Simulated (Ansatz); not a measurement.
# Stiffness of NaH from strained cells

```yaml
crystal:
  lattice:
    - [0.00000, 2.38642, 2.38642]
    - [2.38642, 0.00000, 2.38642]
    - [2.38642, 2.38642, 0.00000]
  atoms:
    - { symbol: Na, position: [0.00000, 0.00000, 0.00000] }
    - { symbol: H, position: [0.50000, 0.50000, 0.50000] }
```

Atoms are numbered in the order listed.

Conventional cell: a = 4.773 Å, b = 4.773 Å, c = 4.773 Å, α = 90.00°, β = 90.00°, γ = 90.00°. Na (atom 1) is surrounded by 6 H at 2.39 Å. Around H (atom 2) lie 6 Na at 2.39 Å.

The cell is the one relaxed in the Materials Project (mp-23870), not relaxed further here; entries there can be hypothetical.

All numbers below come from DFT, PBEsol, all-electron LAPW, scalar-relativistic (Ansatz 0.2.0).

The runs use a Γ-centred 11×11×11 k mesh, Fermi–Dirac smearing of 0.02 eV, basis error target 0.25 meV/atom, no spin polarisation.

The unstrained cell is at 0.28 GPa. Large strains and very small stresses are left out. Each strain is applied once, with fractional coordinates held (clamped ions), and σ below is the change of stress, positive in tension. One finite strain gives stress–strain coefficients at this pressure with an error of the order of the strain times third-order constants, a few per cent for each per cent of strain.

Q: With z strained by -1 % at fixed volume, the run gives σzz − σxx = -0.56 GPa and εzz − εxx = -0.0150. Which stiffness follows?

A: C11 − C12 = (σzz − σxx)/(εzz − εxx) = 38 GPa.

Q: Scaling the volume by 0.9800 and 1.0200 gives 0.81 GPa and -0.19 GPa. Combine this with the best C11 − C12 to estimate C11 and C12.

A: B = −ΔP/Δln V = 25.1 GPa = (C11 + 2 C12)/3; with C11 − C12 = 37.5 GPa, C11 = B + (2/3)(C11 − C12) = 50 GPa and C12 = B − (C11 − C12)/3 = 13 GPa.
